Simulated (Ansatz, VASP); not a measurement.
**Two plane-wave programs on ZrC**

```xyz
2
Lattice="0.0000 2.3345 2.3345 2.3345 0.0000 2.3345 2.3345 2.3345 0.0000" Properties=species:S:1:pos:R:3 pbc="T T T"
Zr    2.3345    2.3345    2.3345
C     0.0000    0.0000    0.0000
```

Alike in both runs: functional PBEsol; k mesh 16 × 16 × 16; occupations gaussian, width 0.1 eV; no spin polarisation.

Ansatz relaxed the structure, and its values are those at the end. VASP's run is a single point on that final structure, the one shown.

|  | VASP | Ansatz |
| --- | --- | --- |
| version | VASP 6.6.1 | Ansatz 0.2.0 |
| potentials or method | VASP PAW PBE potentials, release 64 (Zr_sv, C) | scalar-relativistic, plane waves, PAW |
| plane-wave cutoff (eV) | 520 | 420 |
| valence electrons in the cell | 16 | 16 |

VASP gave:

```
gap on the k mesh at the Fermi level (eV) : none
pressure (GPa)                            : 0.3
```

Q: Estimate Ansatz's values.

A: gap on the k mesh at the Fermi level (eV): none; pressure (GPa): 0.0.

A gap of «none» marks a metal or a gap that the smearing closes.

Caveats: the PAW data sets were made with another functional, which shifts forces and pressure a little (VASP).
